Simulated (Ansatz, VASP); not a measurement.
# NaH: VASP beside Ansatz

Contents of INCAR:

```
SYSTEM = NaH
PREC = Accurate
ENCUT = 520
EDIFF = 1E-8
ISMEAR = -1
SIGMA = 0.02
LREAL = .FALSE.
LASPH = .TRUE.
NELM = 100
ALGO = Normal
ISIF = 2
LWAVE = .FALSE.
LCHARG = .FALSE.
GGA = PS
LEFG = .TRUE.
NBANDS = 11
```

Contents of KPOINTS:

```
Automatic mesh
0
G
  11 11 11
  0 0 0
```

File POSCAR:

```
NaH
1.0
    0.0000000000      2.3864216652      2.3864216652
    2.3864216652      0.0000000000      2.3864216652
    2.3864216652      2.3864216652      0.0000000000
Na H
1 1
Direct
    0.0000000000      0.0000000000      0.0000000000
    0.5000000000      0.5000000000      0.5000000000
```

Input for Ansatz:

```yaml
crystal:
  lattice:
    - [0.0, 2.3864216652, 2.3864216652]
    - [2.3864216652, 0.0, 2.3864216652]
    - [2.3864216652, 2.3864216652, 0.0]
  atoms:
    - { symbol: Na, position: [0.0, 0.0, 0.0] }
    - { symbol: H, position: [0.5, 0.5, 0.5] }
kpoints:
  mp_grid: { grid: [11, 11, 11] }
scf:
  occupations: { method: fermi_dirac, width: 0.02 }
hamiltonian:
  xc: pbesol
  pseudopotentials: { kind: paw }
output:
  forces: true
  stress: true
  eigenvalues: true
  efg: { contact_densities: true }
basis:
  ecutwfc: 800
```

Alike in both runs: task electric field gradients; functional PBEsol; k mesh 11 × 11 × 11; occupations fermi-dirac, width 0.02 eV; no spin polarisation.

|  | VASP | Ansatz |
| --- | --- | --- |
| version | VASP 6.6.1 | Ansatz 0.2.0 |
| potentials or method | VASP PAW PBE potentials, release 64 (Na_pv, H) | PAW with Ansatz's default frozen-core files, scalar-relativistic |
| plane-wave cutoff (eV) | 520 | 800 |
| valence electrons in the cell | 8 | 10 |

|  | VASP | Ansatz | Ansatz less VASP |
| --- | --- | --- | --- |
| gap on the k mesh at the Fermi level (eV) | 3.83 | 3.83 | +0.003 |
| pressure (GPa) | 0.3 | 0.3 | 0.00 |
| Vzz of the field gradient on the site that differs most (V/Å²) | 0.0 | 0.0 | 0.00 |

With one functional, cell and mesh, what is left measures potentials, basis and numerics. The two sets of potentials don't hold the same shells in valence.

Caveats: the PAW data sets were made with another functional, which shifts forces and pressure a little (VASP); an odd mesh through Γ misses points on the zone boundary, where band edges often lie.
